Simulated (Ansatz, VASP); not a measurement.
TaN: VASP beside Ansatz

INCAR

```
PREC = Accurate
ENCUT = 520
EDIFF = 1E-7
ISMEAR = -1
SIGMA = 0.02
LREAL = F
LASPH = T
NELM = 80
ALGO = Normal
ISIF = 2
LWAVE = F
LCHARG = F
GGA = PS
NBANDS = 15
```

KPOINTS

```
regular mesh
0
Gamma
  9 9 9
```

POSCAR

```
TaN
1.0
    0.0000000000      2.2076743409      2.2076743409
    2.2076743409      0.0000000000      2.2076743409
    2.2076743409      2.2076743409      0.0000000000
Ta N
1 1
Direct
    0.5000000000      0.5000000000      0.5000000000
    0.0000000000      0.0000000000      0.0000000000
```

Input for Ansatz:

```yaml
crystal:
  lattice:
    - [0.0, 2.2076743409, 2.2076743409]
    - [2.2076743409, 0.0, 2.2076743409]
    - [2.2076743409, 2.2076743409, 0.0]
  atoms:
    - { symbol: Ta, position: [0.5, 0.5, 0.5] }
    - { symbol: "N", position: [0.0, 0.0, 0.0] }
kpoints:
  mp_grid: { grid: [9, 9, 9] }
  band_path:
    path:
      - [0.0, 0.0, 0.0]
      - [0.5, 0.0, 0.5]
      - [0.625, 0.25, 0.625]
      - [0.375, 0.375, 0.75]
      - [0.0, 0.0, 0.0]
      - [0.5, 0.5, 0.5]
      - [0.5, 0.25, 0.75]
      - [0.5, 0.0, 0.5]
    npoints: 5
scf:
  occupations: { method: fermi_dirac, width: 0.02 }
hamiltonian:
  xc: pbesol
  pseudopotentials: { kind: all_electron, lapw: { basis_error: 0.0005 } }
output:
  forces: true
  stress: true
  eigenvalues: true
```

Change from the starting cell: volume scaled by 1.04.

Alike in both runs: task single point; functional PBEsol; k mesh 9 × 9 × 9; occupations fermi-dirac, width 0.02 eV; no spin polarisation.

```csv
,VASP,Ansatz
version,VASP 6.6.1,Ansatz 0.2.0
potentials or method,"VASP PAW PBE potentials, release 64 (Ta_pv, N)","all-electron LAPW, scalar-relativistic"
plane-wave cutoff (eV),520,see its input
```

|  | VASP | Ansatz | Ansatz less VASP |
| --- | --- | --- | --- |
| pressure (GPa) | -8.3 | -9.1 | -0.79 |

Ansatz ran all-electron here, so the differences hold the error of VASP's frozen core and of both bases.

Caveats: the PAW data sets were made with another functional, which shifts forces and pressure a little (VASP). The runs have no spin-orbit coupling, so splittings on Ta are missing.
